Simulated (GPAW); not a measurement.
Here is a GPAW 26.7.0 calculation.

run.py

```python
from ase import Atoms
from ase.calculators.mixing import SumCalculator
from ase.filters import FrechetCellFilter
from ase.io import write
from ase.optimize import BFGS
from dftd3.ase import DFTD3
from gpaw import GPAW, PW, setup_paths

setup_paths.insert(0, '.')

atoms = Atoms(['Mn', 'O'],
              cell=[[0.0, 2.2239077028, 2.2239077028],
                    [2.2239077028, 0.0, 2.2239077028],
                    [2.2239077028, 2.2239077028, 0.0]],
              scaled_positions=[[0.0, 0.0, 0.0],
                                [0.5, 0.5, 0.5]],
              pbc=True)
atoms.set_initial_magnetic_moments([4.0, 0.0])

calc = GPAW(mode=PW(800),
            xc='PBEsol',
            kpts={'size': (9, 9, 9), 'gamma': True},
            occupations={'name': 'fermi-dirac', 'width': 0.05},
            nbands=21,
            convergence={'density': 1e-05, 'forces': 0.0001},
            maxiter=150,
            txt='gpaw.txt')
atoms.calc = SumCalculator([calc, DFTD3(method='pbesol', damping='d3zero')])
opt = BFGS(FrechetCellFilter(atoms), trajectory='relax.traj', logfile='-')
done = opt.run(fmax=0.02, steps=60)
calc.write('gs.gpw')
write('result.traj', atoms)
print('Converged:', done)
print('Cell:', atoms.cell.cellpar().round(4))
print('Volume:', round(atoms.get_volume(), 4))
print(atoms.get_scaled_positions().round(5))
```

Potentials or basis: PAW data sets generated in the run's folder for this functional, pw.

The run is started by

```sh
$ gpaw-setup -f PBEsol Mn O
$ OMP_NUM_THREADS=1 python run.py
```

(1) What does it give for the space group after relaxing (to 0.05 Å)?

(2) What does it give for the band gap on the k mesh?

(3) What does it give for the relaxed cell?

(4) What does it give for the site moments?

Results:

(1) Fm-3m (No. 225).

(2) none (metal or under the smearing width).

(3) a = 3.078 Å, b = 3.078 Å, c = 3.078 Å, α = 60.00°, β = 60.00°, γ = 60.00°.

(4) Mn +4.07; O +0.16 μB.

Caveat: each step starts from the last one's moments, so a moment once lost doesn't come back; later steps reuse the first step's grids; a cell with one magnetic atom can't hold antiferromagnetic order, which such compounds often take; semilocal functionals often make such compounds metallic where correlation or magnetic order opens a gap, which also shifts bond lengths.
